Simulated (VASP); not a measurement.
GaSb: single point with PBEsol

GaSb:

```
Ga Sb
1.0
     0.00000    2.82000    2.82000
     2.82000    0.00000    2.82000
     2.82000    2.82000    0.00000
Ga Sb
1 1
Direct
  0.00000 0.00000 0.00000
  0.50000 0.50000 0.50000
```

Measurements of this composition are mostly on another form, of space group No. 216.

| Property | Result |
| --- | --- |
| Program | VASP 6.6.1 |
| Task | single point |
| Functional | PBEsol |
| Potentials or basis | VASP PAW PBE potentials, release 64 (Ga_d, Sb) |
| Cutoff | 520 eV |
| k mesh | 6 × 6 × 6 |
| Occupations | gaussian, width 0.05 eV |
| Spin | no spin polarisation |

```yaml
Pressure: 2.2 GPa
Band_gap_on_the_k_mesh: none (metal or under the smearing width)
```

Levels at points of the mesh, in eV from the Fermi level:
```tsv
k point	band 6	band 7	band 8	band 9	band 10	band 11	band 12	band 13
(0.00, 0.00, 0.00)	-12.56	0.00	0.00	0.00	0.26	6.17	6.17	6.17
(0.50, 0.00, 0.00)	-9.93	-7.96	0.36	0.36	1.98	1.98	2.68	2.93
(0.50, 0.50, 0.00)	-9.12	-5.70	-4.09	-2.77	-2.77	2.66	9.27	9.27
```

It took 9.8 s on 1 thread of Intel(R) Xeon(R) Platinum 8488C (Sapphire Rapids), with other jobs on the host, peak memory 0.16 GiB.

Caveat: the PAW data sets were made with another functional, which shifts forces and pressure a little. The run has no spin-orbit coupling, so splittings on Sb are missing.
